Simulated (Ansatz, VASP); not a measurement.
# BiS: VASP beside Ansatz

The input INCAR:

```
SYSTEM = BiS
PREC = Accurate
ENCUT = 520
EDIFF = 1E-7
ISMEAR = 0
SIGMA = 0.05
LREAL = .FALSE.
LASPH = .TRUE.
NELM = 60
ALGO = Normal
ISIF = 2
LWAVE = .FALSE.
LCHARG = .FALSE.
GGA = CA
NBANDS = 18
```

The input KPOINTS:

```
Automatic mesh
0
G
  10 10 10
  0 0 0
```

POSCAR

```
BiS
1.0
    3.5798271504      0.0000000000      0.0000000000
    0.0000000000      3.5798271504      0.0000000000
    0.0000000000      0.0000000000      3.5798271504
Bi S
1 1
Direct
    0.0000000000      0.0000000000      0.0000000000
    0.5000000000      0.5000000000      0.5000000000
```

Input for Ansatz:

```yaml
crystal:
  lattice:
    - [3.5798271504, 0.0, 0.0]
    - [0.0, 3.5798271504, 0.0]
    - [0.0, 0.0, 3.5798271504]
  atoms:
    - { symbol: Bi, position: [0.0, 0.0, 0.0] }
    - { symbol: S, position: [0.5, 0.5, 0.5] }
basis:
  ecutwfc: 420
  ecutrho_ratio: 4
kpoints:
  mp_grid: { grid: [10, 10, 10] }
hamiltonian:
  xc: lda
scf:
  occupations: { method: gaussian, width: 0.05 }
output:
  forces: true
  stress: true
  eigenvalues: true
  populations: true
```

Alike in both runs: task single point; functional LDA; k mesh 10 × 10 × 10; occupations gaussian, width 0.05 eV; no spin polarisation.

|  | VASP | Ansatz |
| --- | --- | --- |
| version | VASP 6.6.1 | Ansatz 0.2.0 |
| potentials or method | VASP PAW LDA potentials, release 64 (Bi_d, S) | scalar-relativistic, plane waves, PAW |
| plane-wave cutoff (eV) | 520 | 420 |
| valence electrons in the cell | 21 | 21 |

Ansatz gave:

```
gap on the k mesh at the Fermi level (eV) : none
pressure (GPa)                            : -5.3
```

Q: What did VASP give for the same quantities?

A: gap on the k mesh at the Fermi level (eV): none; pressure (GPa): -5.2.

A gap of «none» marks a metal or a gap that the smearing closes.

Caveats: spin-orbit coupling is left out, which moves the levels of the heavy elements.
